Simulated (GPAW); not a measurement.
# Ge (Fd-3m) in GPAW: settings compared

One crystal, Ge, is run at these levels: LDA, PBEsol; tasks: relaxation of cell and atoms.

Program: GPAW 26.7.0. These are calculated values, not measurements. Logs are shortened: lines on timing, memory, paths and dates and some standing lists are left out, and cuts for length are marked. The log counts tension as positive stress, the text compression.

## Step 1: The structure

It takes space group Fd-3m (No. 227, cubic). Conventional cell: a = 5.658 Å, b = 5.658 Å, c = 5.658 Å, α = 90.00°, β = 90.00°, γ = 90.00°. Around Ge (site symmetry -43m) lie 4 Ge at 2.45 Å.

## Step 2: Relaxation of cell and atoms, LDA

run.py

```python
from ase import Atoms
from ase.filters import FrechetCellFilter
from ase.io import write
from ase.optimize import FIRE
from gpaw import GPAW, PW

atoms = Atoms(['Ge', 'Ge'],
              cell=[[0.0, 2.82891, 2.82891],
                    [2.82891, 0.0, 2.82891],
                    [2.82891, 2.82891, 0.0]],
              scaled_positions=[[0.75, 0.75, 0.75],
                                [0.5, 0.5, 0.5]],
              pbc=True)

calc = GPAW(mode=PW(600),
            xc='LDA',
            kpts={'size': (8, 8, 8), 'gamma': True},
            occupations={'name': 'fermi-dirac', 'width': 0.05},
            nbands=11,
            convergence={'density': 1e-05, 'forces': 0.0001},
            maxiter=150,
            txt='gpaw.txt')
atoms.calc = calc
opt = FIRE(FrechetCellFilter(atoms), trajectory='relax.traj', logfile='-')
done = opt.run(fmax=0.01, steps=100)
calc.write('gs.gpw')
write('result.traj', atoms)
print('Converged:', done)
print('Cell:', atoms.cell.cellpar().round(4))
print('Volume:', round(atoms.get_volume(), 4))
print(atoms.get_scaled_positions().round(5))
```

Potentials or basis: the program's PAW data sets (release 1.2.1) made for this functional, pw.

Run with:

```console
$ OMP_NUM_THREADS=1 python run.py
```

gpaw.txt:

```text
__  _  _
 | _ |_)|_||  |
 |__||  | ||/\| - 26.7.0

Input parameters:
  mode=PW(ecut=600.0),
  convergence={'density': 1e-05, 'forces': 0.0001},
  kpts=MonkhorstPack(size=(8, 8, 8), gamma=True),
  maxiter=150,
  nbands=11,
  occupations=Occupations(name='fermi-dirac', width=0.05),
  xc=XC(name='LDA')

Diagonalizing LCAO Hamiltonian
Converting LCAO to pw mode

           Ge

       Ge

Atoms  # Å, Bohr magnetons
|   | symbol |        x |        y |        z |    initial magnetic moments |
|---|--------|----------|----------|----------|-----------------------------|
| 0 |     Ge | 4.243365 | 4.243365 | 4.243365 | ( 0.0000,  0.0000,  0.0000) |
| 1 |     Ge | 2.828910 | 2.828910 | 2.828910 | ( 0.0000,  0.0000,  0.0000) |

Unit cell  # Å
| periodic |        x |        y |        z |  lengths |    angles |
|----------|----------|----------|----------|----------|-----------|
|      yes | 0.000000 | 2.828910 | 2.828910 | 4.000683 | 60.000000 |
|      yes | 2.828910 | 0.000000 | 2.828910 | 4.000683 | 60.000000 |
|      yes | 2.828910 | 2.828910 | 0.000000 | 4.000683 | 60.000000 |

Number of symmetries: 24
Symmetry operations  # r_c * U_cc + t_c -> r_c
|    | kind |            matrix            |
|----|------|------------------------------|
|  0 |  E   |  1, 0, 0,  0, 1, 0,  0, 0, 1 |
|  1 |  σ   |  1, 0, 0,  0, 0, 1,  0, 1, 0 |
|  2 |  σ   |  1, 0,-1,  0, 1,-1,  0, 0,-1 |
|  3 |  C3  |  1, 0,-1,  0, 0,-1,  0, 1,-1 |
|  4 |  C3  |  1,-1, 0,  0,-1, 1,  0,-1, 0 |
|  5 |  σ   |  1,-1, 0,  0,-1, 0,  0,-1, 1 |
|  6 |  σ   |  0, 1, 0,  1, 0, 0,  0, 0, 1 |
|  7 |  C3  |  0, 1, 0,  0, 0, 1,  1, 0, 0 |
|  8 |  C2  |  0, 1,-1,  1, 0,-1,  0, 0,-1 |
[... 389 lines left out ...]
Stress tensor  # eV/Ang^3
|         x |         y |         z |
|-----------|-----------|-----------|
|  0.005190 | -0.000000 | -0.000000 |
| -0.000000 |  0.005190 |  0.000000 |
| -0.000000 |  0.000000 |  0.005190 |

Forces  # eV/Ang
|        x |        y |       z |
|----------|----------|---------|
| -0.00000 | -0.00000 | 0.00000 |  # Ge   0
|  0.00000 | -0.00000 | 0.00000 |  # Ge   1

Interpolating wave functions to new cell

           Ge

       Ge

Atoms  # Å, Bohr magnetons
|   | symbol |        x |        y |        z |    initial magnetic moments |
|---|--------|----------|----------|----------|-----------------------------|
| 0 |     Ge | 4.235071 | 4.235071 | 4.235071 | ( 0.0000,  0.0000,  0.0000) |
| 1 |     Ge | 2.823381 | 2.823381 | 2.823381 | ( 0.0000,  0.0000,  0.0000) |

Unit cell  # Å
| periodic |         x |         y |         z |  lengths |    angles |
|----------|-----------|-----------|-----------|----------|-----------|
|      yes | -0.000000 |  2.823381 |  2.823381 | 3.992863 | 60.000000 |
|      yes |  2.823381 | -0.000000 |  2.823381 | 3.992863 | 60.000000 |
|      yes |  2.823381 |  2.823381 | -0.000000 | 3.992863 | 60.000000 |

Number of symmetries: 24
Symmetry operations  # r_c * U_cc + t_c -> r_c
|    | kind |            matrix            |
|----|------|------------------------------|
|  0 |  E   |  1, 0, 0,  0, 1, 0,  0, 0, 1 |
|  1 |  σ   |  1, 0, 0,  0, 0, 1,  0, 1, 0 |
|  2 |  σ   |  1, 0,-1,  0, 1,-1,  0, 0,-1 |
|  3 |  C3  |  1, 0,-1,  0, 0,-1,  0, 1,-1 |
|  4 |  C3  |  1,-1, 0,  0,-1, 1,  0,-1, 0 |
|  5 |  σ   |  1,-1, 0,  0,-1, 0,  0,-1, 1 |
|  6 |  σ   |  0, 1, 0,  1, 0, 0,  0, 0, 1 |
|  7 |  C3  |  0, 1, 0,  0, 0, 1,  1, 0, 0 |
|  8 |  C2  |  0, 1,-1,  1, 0,-1,  0, 0,-1 |
[... 169 lines left out ...]
No gap
No difference between direct/indirect transitions

Stress tensor  # eV/Ang^3
|         x |         y |        z |
|-----------|-----------|----------|
|  0.003579 | -0.000000 | 0.000000 |
| -0.000000 |  0.003579 | 0.000000 |
|  0.000000 |  0.000000 | 0.003579 |

Forces  # eV/Ang
|        x |       y |       z |
|----------|---------|---------|
|  0.00000 | 0.00000 | 0.00000 |  # Ge   0
| -0.00000 | 0.00000 | 0.00000 |  # Ge   1

Interpolating wave functions to new cell

           Ge

       Ge

Atoms  # Å, Bohr magnetons
|   | symbol |        x |        y |        z |    initial magnetic moments |
|---|--------|----------|----------|----------|-----------------------------|
| 0 |     Ge | 4.227987 | 4.227987 | 4.227987 | ( 0.0000,  0.0000,  0.0000) |
| 1 |     Ge | 2.818658 | 2.818658 | 2.818658 | ( 0.0000,  0.0000,  0.0000) |

Unit cell  # Å
| periodic |        x |         y |         z |  lengths |    angles |
|----------|----------|-----------|-----------|----------|-----------|
|      yes | 0.000000 |  2.818658 |  2.818658 | 3.986185 | 60.000000 |
|      yes | 2.818658 | -0.000000 |  2.818658 | 3.986185 | 60.000000 |
|      yes | 2.818658 |  2.818658 | -0.000000 | 3.986185 | 60.000000 |

Number of symmetries: 24
Symmetry operations  # r_c * U_cc + t_c -> r_c
|    | kind |            matrix            |
|----|------|------------------------------|
|  0 |  E   |  1, 0, 0,  0, 1, 0,  0, 0, 1 |
|  1 |  σ   |  1, 0, 0,  0, 0, 1,  0, 1, 0 |
|  2 |  σ   |  1, 0,-1,  0, 1,-1,  0, 0,-1 |
|  3 |  C3  |  1, 0,-1,  0, 0,-1,  0, 1,-1 |
|  4 |  C3  |  1,-1, 0,  0,-1, 1,  0,-1, 0 |
|  5 |  σ   |  1,-1, 0,  0,-1, 0,  0,-1, 1 |
|  6 |  σ   |  0, 1, 0,  1, 0, 0,  0, 0, 1 |
|  7 |  C3  |  0, 1, 0,  0, 0, 1,  1, 0, 0 |
|  8 |  C2  |  0, 1,-1,  1, 0,-1,  0, 0,-1 |
[... 623 lines left out ...]
Atoms  # Å, Bohr magnetons
|   | symbol |        x |        y |        z |    initial magnetic moments |
|---|--------|----------|----------|----------|-----------------------------|
| 0 |     Ge | 4.220568 | 4.220568 | 4.220568 | ( 0.0000,  0.0000,  0.0000) |
| 1 |     Ge | 2.813712 | 2.813712 | 2.813712 | ( 0.0000,  0.0000,  0.0000) |

Unit cell  # Å
| periodic |         x |        y |        z |  lengths |    angles |
|----------|-----------|----------|----------|----------|-----------|
|      yes | -0.000000 | 2.813712 | 2.813712 | 3.979189 | 60.000000 |
|      yes |  2.813712 | 0.000000 | 2.813712 | 3.979189 | 60.000000 |
|      yes |  2.813712 | 2.813712 | 0.000000 | 3.979189 | 60.000000 |

Number of symmetries: 24
Symmetry operations  # r_c * U_cc + t_c -> r_c
|    | kind |            matrix            |
|----|------|------------------------------|
|  0 |  E   |  1, 0, 0,  0, 1, 0,  0, 0, 1 |
|  1 |  σ   |  1, 0, 0,  0, 0, 1,  0, 1, 0 |
|  2 |  σ   |  1, 0,-1,  0, 1,-1,  0, 0,-1 |
|  3 |  C3  |  1, 0,-1,  0, 0,-1,  0, 1,-1 |
|  4 |  C3  |  1,-1, 0,  0,-1, 1,  0,-1, 0 |
|  5 |  σ   |  1,-1, 0,  0,-1, 0,  0,-1, 1 |
|  6 |  σ   |  0, 1, 0,  1, 0, 0,  0, 0, 1 |
|  7 |  C3  |  0, 1, 0,  0, 0, 1,  1, 0, 0 |
|  8 |  C2  |  0, 1,-1,  1, 0,-1,  0, 0,-1 |
[... 170 lines left out ...]
Stress tensor  # eV/Ang^3
|         x |         y |         z |
|-----------|-----------|-----------|
| -0.000848 |  0.000000 |  0.000000 |
|  0.000000 | -0.000848 |  0.000000 |
|  0.000000 |  0.000000 | -0.000848 |

Forces  # eV/Ang
|        x |        y |       z |
|----------|----------|---------|
|  0.00000 | -0.00000 | 0.00000 |  # Ge   0
| -0.00000 |  0.00000 | 0.00000 |  # Ge   1

Interpolating wave functions to new cell

           Ge
[... 848 lines left out ...]
Stress tensor  # eV/Ang^3
|         x |         y |         z |
|-----------|-----------|-----------|
| -0.000307 | -0.000000 | -0.000000 |
| -0.000000 | -0.000307 | -0.000000 |
| -0.000000 | -0.000000 | -0.000307 |

Forces  # eV/Ang
|       x |       y |        z |
|---------|---------|----------|
| 0.00000 | 0.00000 | -0.00000 |  # Ge   0
| 0.00000 | 0.00000 |  0.00000 |  # Ge   1

# Writing to gs.gpw (mode='')
```

stdout:

```text
Step          Energy          fmax
FIRE:    0      -10.378802        0.137018
FIRE:    1      -10.379302        0.117255
FIRE:    2      -10.380034        0.080547
FIRE:    3      -10.380559        0.032160
FIRE:    4      -10.380573        0.021192
FIRE:    5      -10.380576        0.020416
FIRE:    6      -10.380590        0.018889
FIRE:    7      -10.380598        0.016693
FIRE:    8      -10.380607        0.013878
FIRE:    9      -10.380618        0.010548
FIRE:   10      -10.380636        0.006843
Converged: True
Cell: [ 3.9808  3.9808  3.9808 60.     60.     60.    ]
Volume: 44.6074
[[0.75 0.75 0.75]
 [0.5  0.5  0.5 ]]
```

Wall time 72 s (1 thread of Arm Neoverse V1, shared host); peak memory 0.22 GiB.

What came out:

```yaml
Free_energy: -10.3806 eV
Relaxed_volume: 22.30 Å³/atom
Relaxed_cell: a = 3.981 Å, b = 3.981 Å, c = 3.981 Å, α = 60.00°, β = 60.00°, γ = 60.00°
Space_group_after_relaxing_to_0.05_Å: Fd-3m (No. 227)
Energy_gained_by_relaxing: 0.9 meV/atom
Ionic_steps: 11
Pressure_after_relaxing: 0.0 GPa
Band_gap_on_the_k_mesh: none (metal or under the smearing width)
```

The path:
```
step  energy change (eV)  largest force (eV/Å)  pressure (GPa)  volume (Å³)
   1              0.0000                0.0000           -0.97        45.28
   2             -0.0005                0.0000           -0.83        45.19
   3             -0.0012                0.0000           -0.57        45.01
   4             -0.0018                0.0000           -0.23        44.79
   5             -0.0018                0.0000            0.15        44.54
   6             -0.0018                0.0000            0.15        44.55
   7             -0.0018                0.0000            0.14        44.55
   8             -0.0018                0.0000            0.12        44.56
   9             -0.0018                0.0000            0.10        44.58
  10             -0.0018                0.0000            0.08        44.59
  11             -0.0018                0.0000            0.05        44.61
```

Final structure:
```
CELL_PARAMETERS angstrom
0.00000 2.81487 2.81487
2.81487 0.00000 2.81487
2.81487 2.81487 0.00000
ATOMIC_POSITIONS crystal
Ge 0.75000 0.75000 0.75000
Ge 0.50000 0.50000 0.50000
```

Caveat: later steps reuse the first step's grids; this crystal is a semiconductor, whose small gap the functional closes, so the metal is an error of the method.

## Step 3: Relaxation of cell and atoms, PBEsol

run.py: that of step 2 with these lines changed.

```diff
@@ -3,4 +3,6 @@
 from ase.io import write
-from ase.optimize import FIRE
-from gpaw import GPAW, PW
+from ase.optimize import BFGS
+from gpaw import GPAW, PW, setup_paths
+
+setup_paths.insert(0, '.')
 
@@ -15,3 +17,3 @@
 calc = GPAW(mode=PW(600),
-            xc='LDA',
+            xc='PBEsol',
             kpts={'size': (8, 8, 8), 'gamma': True},
@@ -23,4 +25,4 @@
 atoms.calc = calc
-opt = FIRE(FrechetCellFilter(atoms), trajectory='relax.traj', logfile='-')
-done = opt.run(fmax=0.01, steps=100)
+opt = BFGS(FrechetCellFilter(atoms), trajectory='relax.traj', logfile='-')
+done = opt.run(fmax=0.02, steps=100)
 calc.write('gs.gpw')
```

Potentials or basis: PAW data sets generated in the run's folder for this functional, pw.

Run with:

```console
$ gpaw-setup -f PBEsol Ge
$ OMP_NUM_THREADS=1 python run.py
```

Wall time 30 s (1 thread of Arm Neoverse V1, shared host); peak memory 0.17 GiB.

It converged, with:

* Free energy: -9.8427 eV
* Relaxed volume: 22.95 Å³/atom
* Relaxed cell: a = 4.019 Å, b = 4.019 Å, c = 4.019 Å, α = 60.00°, β = 60.00°, γ = 60.00°
* Space group after relaxing (to 0.05 Å): Fd-3m (No. 227)
* Energy gained by relaxing: 1.0 meV/atom
* Ionic steps: 3
* Pressure after relaxing: 0.0 GPa
* Band gap on the k mesh: none (metal or under the smearing width)

The path:
```tsv
step	energy change (eV)	largest force (eV/Å)	pressure (GPa)	volume (Å³)
1	0.0000	0.0000	0.95	45.28
2	-0.0007	0.0000	0.75	45.41
3	-0.0019	0.0000	0.01	45.91
```

Final structure:
```
Ge
1.0
     0.00000    2.84197    2.84197
     2.84197    0.00000    2.84197
     2.84197    2.84197    0.00000
Ge
2
Direct
  0.75000 0.75000 0.75000
  0.50000 0.50000 0.50000
```

Levels at points of the mesh, in eV from the Fermi level:
```tsv
k point	band 2	band 3	band 4	band 5	band 6	band 7
(0.00, 0.00, 0.00)	-0.09	0.00	0.00	0.00	2.53	2.53
(0.50, 0.50, 0.00)	-8.85	-3.04	-3.04	0.67	0.67	9.39
(0.50, 0.50, 0.50)	-7.56	-1.39	-1.39	0.09	3.70	3.70
```

Caveat: later steps reuse the first step's grids; this crystal is a semiconductor, whose small gap the functional closes, so the metal is an error of the method.

## Step 4: How close it comes

Step 2. The cell as given is a measured one (22.64 Å³/atom); LDA puts the equilibrium volume -1.5 % from it, thermal expansion not counted.

Step 3. The cell as given is a measured one (22.64 Å³/atom); PBEsol puts the equilibrium volume +1.4 % from it, thermal expansion not counted.
